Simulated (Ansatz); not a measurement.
YN:

```xyz
2
Lattice="0.0000 2.4385 2.4385 2.4385 0.0000 2.4385 2.4385 2.4385 0.0000" Properties=species:S:1:pos:R:3 pbc="T T T"
Y     0.0000    0.0000    0.0000
N     2.4385    2.4385    2.4385
```

Base run:

- Program: Ansatz 0.2.0
- Functional: HSE06
- Potentials or basis: all-electron PAW datasets made for the crystal
- Cutoff: 310 eV (chosen from the basis error)
- k mesh: 6 × 6 × 6
- Occupations: fermi-dirac, width 0.05 eV
- Spin: no spin polarisation

Its results: band gap on the k mesh 1.07 eV, indirect (least direct gap 1.53 eV); pressure 0.6 GPa.

Problem. The run is repeated on the same cell with these changes: functional from HSE06 to PBE; cutoff from 310 eV (chosen from the basis error) to 280 eV (chosen from the basis error). What comes out?

Solution. Band gap on the k mesh 0.17 eV, indirect (least direct gap 0.55 eV); pressure 3.1 GPa.

HSE06 gives the wider gap, since exact exchange removes part of the self-interaction.

A k mesh can miss the band edges.
